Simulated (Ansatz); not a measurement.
GaAs built on the zincblende prototype (r2SCAN geometry), in Ansatz:

```cif
data_structure
_symmetry_space_group_name_H-M 'F-43m'
_symmetry_Int_Tables_number 216
_cell_length_a 5.6662
_cell_length_b 5.6662
_cell_length_c 5.6662
_cell_angle_alpha 90.000
_cell_angle_beta 90.000
_cell_angle_gamma 90.000
_cell_volume 181.92
loop_
_atom_site_label
_atom_site_type_symbol
_atom_site_symmetry_multiplicity
_atom_site_Wyckoff_symbol
_atom_site_fract_x
_atom_site_fract_y
_atom_site_fract_z
_atom_site_occupancy
Ga1 Ga 4 a 0.00000 0.00000 0.00000 1
As1 As 4 d 0.25000 0.25000 0.75000 1
```

G0W0@PBE with 249 empty bands, a screening cutoff of 180 eV and a 6×6×6 mesh (PAW, contour deformation) gives 1.149 eV over the mesh points, from a PBE gap of 0.464 eV; it sums over 263 bands with 259 plane waves in the screening and a wave cutoff of 420 eV. G0W0 values are finite-basis, finite-mesh values. Calculated for a static, non-magnetic cell.

(1) Estimate the gap with potentials of the kind norm-conserving.

(2) Estimate the gap with starting point r2SCAN.

(3) Estimate the gap with starting point PBE0.

## Answers

(1) 1.173 eV (+0.024 eV), from a Kohn-Sham gap of 0.462 eV.

(2) 1.434 eV (+0.285 eV), from a Kohn-Sham gap of 0.962 eV.

(3) 1.803 eV (+0.654 eV), from a Kohn-Sham gap of 1.953 eV.

Spin-orbit coupling is left out.

The program warns that the k mesh is coarse for exact exchange in some of these runs, so their gaps aren't converged.

With a shallow d shell on the cation, G0W0 converges slowly in bands and cutoff, so these values are in doubt.
